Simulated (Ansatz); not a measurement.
# AlNi3 in Ansatz: the effect of functional

AlNi3:

```
Ni Al
1.0
     3.56942    0.00000    0.00000
     0.00000    3.56942    0.00000
     0.00000    0.00000    3.56942
Ni Al
3 1
Direct
  0.50000 0.50000 0.00000
  0.50000 0.00000 0.50000
  0.00000 0.50000 0.50000
  0.00000 0.00000 0.00000
```

The cell is a database's computed one.

The cell isn't the ideal one: volume scaled by 1.04.

Alike in all runs:

```yaml
Program: Ansatz 0.2.0
Task: single point
Potentials_or_basis: Ansatz PAW
k_mesh: 8 × 8 × 8
Occupations: fermi-dirac, width 0.05 eV
Spin: collinear spin, ferromagnetic start
Starting_moments: "[1.0, 1.0, 1.0, 0.0] μB"
```

```tsv
functional	cutoff	pressure (GPa)	moment (μB)
LDA	420 eV (not typed: the program's choice for these potentials)	-14.1	0.55
r2SCAN	500 eV (not typed: the program's choice for these potentials)	?	?
PBE	420 eV (not typed: the program's choice for these potentials)	-0.4	0.73
```

What does the run with functional r2SCAN give?

Pressure -6.8 GPa; moment 0.89 μB.

Caveats: the PAW data sets come from PBE, with cores solved anew for the run's functional, which leaves a small shift of forces and pressure (some runs); the magnetic or orbital state may not be the lowest (some runs).
